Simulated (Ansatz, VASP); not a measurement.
SiC in VASP and in Ansatz

```xyz
2
Lattice="2.1753 2.1753 0.0000 -2.1753 2.1753 0.0000 0.0000 2.1753 2.1568" Properties=species:S:1:pos:R:3 pbc="T T T"
Si    0.0000    0.0000    0.0000
C     1.0877    3.2630    1.0784
```

Change from the starting cell: film at in-plane strain +0.005.

Alike in both runs: task single point; functional LDA; k mesh 10 × 10 × 10; no spin polarisation.

```csv
,VASP,Ansatz
version,VASP 6.6.1,Ansatz 0.2.0
potentials or method,"VASP PAW LDA potentials, release 64 (Si, C), cutoff 520 eV","all-electron LAPW, scalar-relativistic"
occupations,"gaussian, width 0.01 eV",fixed
```

|  | VASP | Ansatz | Ansatz less VASP |
| --- | --- | --- | --- |
| gap on the k mesh at the Fermi level (eV) | 1.20 | 1.21 | +0.012 |
| pressure (GPa) | -1.0 | -1.5 | -0.44 |
| largest component of the traceless stress (GPa) | 1.46 | 1.46 | +0.002 |

Ansatz ran all-electron here, so the differences hold the error of VASP's frozen core and of both bases.

A k mesh can miss the band edges.
